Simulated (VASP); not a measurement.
Input of a VASP 6.6.1 run:

INCAR

```
SYSTEM = CuO
ALGO = Normal
EDIFF = 1E-6
ENCUT = 520
GGA = CA
ICORELEVEL = 1
ISIF = 2
ISMEAR = 0
LASPH = .True.
LCHARG = .False.
LREAL = .False.
LWAVE = .False.
NELM = 60
PREC = Accurate
SIGMA = 0.02
```

The input KPOINTS:

```
k-points
0
Gamma
  11 11 10
  0 0 0
```

Contents of POSCAR:

```
CuO
1.0
    2.8363251100      0.0000000000      0.0000000000
   -1.4181625500      2.4563296000      0.0000000000
    0.0000000000      0.0000000000      2.7681127800
Cu O
1 1
Direct
    0.0000000000      0.0000000000      0.0000000000
    0.6666666667      0.3333333333      0.5000000000
```

Potentials or basis: VASP PAW LDA potentials, release 64 (Cu, O).

Run with:

```console
$ cat potpaw_LDA.64/Cu/POTCAR potpaw_LDA.64/O/POTCAR > POTCAR
$ mpirun -np 1 vasp_std > vasp.out
```

Task: Estimate the pressure.

Result: -16.1 GPa.

Task: Estimate the band gap on the k mesh.

Result: None (metal or under the smearing width).

Core levels (eV, on the scale of the bands):
```
atom                                                  levels
1 Cu  1s -8798.8, 2s -1050.1, 2p -907.3, 3s -105.5, 3p -63.5
 2 O                                               1s -496.4
```

Caveat: so large a pressure means that the cell lies far from this level's equilibrium, or that cutoff or potentials fall short; an odd number of electrons without spin polarisation forces a metal; a magnetic or distorted state may lie lower; the run has no spin polarisation, though such a crystal can be magnetic; semilocal functionals often make such compounds metallic where correlation or magnetic order opens a gap, which also shifts bond lengths. With open d or f shells a metallic result of LDA can be an artefact of self-interaction; +U or a hybrid may open a gap.
